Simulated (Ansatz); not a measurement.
# NbSn2: the cost of one run

Program: Ansatz 0.2.0. Level of theory: DFT PBE, scalar-relativistic, plane waves, PAW. These are calculated values, not measurements.

## (1) Starting point

The structure is cubic, space group Fm-3m (No. 225). The conventional cell has a = 6.406 Å, b = 6.406 Å, c = 6.406 Å, α = 90.00°, β = 90.00°, γ = 90.00°. Nb (site symmetry m-3m) is surrounded by 8 Sn at 2.77 Å. Sn (site symmetry -43m) has 4 Nb at 2.77 Å as nearest neighbours.

Coordinates:

```
CELL_PARAMETERS angstrom
0.00000 3.20320 3.20320
3.20320 0.00000 3.20320
3.20320 3.20320 0.00000
ATOMIC_POSITIONS crystal
Nb 0.00000 0.00000 0.00000
Sn 0.25000 0.25000 0.25000
Sn 0.75000 0.75000 0.75000
```

This is candidate A: fluorite type (Fm-3m, No. 225).

(A quick probe on a coarse mesh, which set the mesh and smearing, is not shown.)

## (3) Rough relaxation on the coarse mesh (candidate A)

input.yaml

```yaml
crystal:
  lattice:
    - [0.0, 3.2032030064, 3.2032030064]
    - [3.2032030064, 0.0, 3.2032030064]
    - [3.2032030064, 3.2032030064, 0.0]
  atoms:
    - { symbol: Nb, position: [0.0, 0.0, 0.0] }
    - { symbol: Sn, position: [0.25, 0.25, 0.25] }
    - { symbol: Sn, position: [0.75, 0.75, 0.75] }
basis:
  ecutwfc: 420
kpoints:
  mp_grid: { grid: [6, 6, 6] }
hamiltonian:
  xc: pbe
scf:
  occupations: { method: gaussian, width: 0.1 }
  lower_state_search: "off"
output:
  forces: true
  stress: true
  eigenvalues: true
relax:
  adjacent_minimum: "off"
  f_tol: 0.04
  max_steps: 70
  cell: { stress_tol: 0.4 }
```

The run is started by

```console
> ansatz run input.yaml --threads 1 --pin off --max-ram 2560MiB --backend cpu --events-out ev --progress --plain --runs-dir out
```

**Question.** How long does this run take on 1 thread of Arm Neoverse V1, shared host, and how much memory does it need?

About 8 s, with a peak of 0.35 GiB.
